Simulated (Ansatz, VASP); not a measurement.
# Two plane-wave programs on TaN

```xyz
2
Lattice="0.0000 2.1790 2.1790 2.1790 0.0000 2.1790 2.1790 2.1790 0.0000" Properties=species:S:1:pos:R:3 pbc="T T T"
Ta    2.1988    2.1510    2.1825
N     4.3195    2.2045    2.2304
```

Alike in both runs: task single point; functional PBE; k mesh 8 × 8 × 8; occupations gaussian, width 0.15 eV; no spin polarisation.

```csv
,VASP,Ansatz
version,VASP 6.6.1,Ansatz 0.2.0
potentials or method,"VASP PAW PBE potentials, release 64 (Ta_pv, N)","plane waves, PAW"
plane-wave cutoff (eV),520,540
valence electrons in the cell,16,18
```

VASP gave:

- pressure (GPa): 17.4
- largest component of the traceless stress (GPa): 0.70
- rms of the force components (eV/Å): 0.552

**Question.** Estimate Ansatz's values.

**Answer.** Pressure (GPa): 16.4; largest component of the traceless stress (GPa): 0.69; rms of the force components (eV/Å): 0.551.

Atom by atom the forces differ by 0.001 eV/Å (rms over components). The two sets of potentials don't hold the same shells in valence. Ansatz warned: «stress_scf_threshold_loose».

Caveats: so large a pressure means that the cell lies far from this level's equilibrium, or that cutoff or potentials fall short (VASP). The runs have no spin-orbit coupling, so splittings on Ta are missing.
